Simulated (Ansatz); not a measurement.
Ru (P6_3/mmc), one atom moved over a plane

Theory: Ansatz 0.2.0, DFT PBEsol, scalar-relativistic, plane waves, PAW. The runs took a 420 eV cutoff, a Γ-centred 24×24×12 mesh and Gaussian smearing (0.15 eV). No spin polarisation. Energies are free energies at this smearing, counted from the undisturbed cell; pressure is positive in compression.

The undisturbed cell (as given, not relaxed at this level; it stands at -6.3 GPa):

```
CELL_PARAMETERS angstrom
2.70580 0.00000 0.00000
-1.35290 2.34329 0.00000
0.00000 0.00000 4.28190
ATOMIC_POSITIONS crystal
Ru 0.33333 0.66667 0.25000
Ru 0.66667 0.33333 0.75000
```

Atom 1 (Ru) is moved by p along (1.000, 0.000, 0.000) and q along (0.000, 1.000, 0.000) (Å), all else fixed. Points are written (p, q).

Energy above the undisturbed cell in eV/cell (a dash: not computed):

```csv
p \ q,-0.300,-0.150,0.000,0.150,0.300
-0.300,0.56,0.36,0.31,0.41,0.62
-0.150,0.39,–,–,–,–
0.000,0.33,–,0.00,–,0.29
0.150,0.39,–,–,–,–
0.300,0.56,0.36,0.31,0.41,0.62
```

Pressure in GPa:

```csv
p \ q,-0.300,-0.150,0.000,0.150,0.300
-0.300,2.4,-0.6,-2.0,-1.5,1.1
-0.150,-1.1,–,–,–,–
0.000,-2.4,–,-6.3,–,-1.7
0.150,-1.1,–,–,–,–
0.300,2.4,-0.6,-2.0,-1.5,1.1
```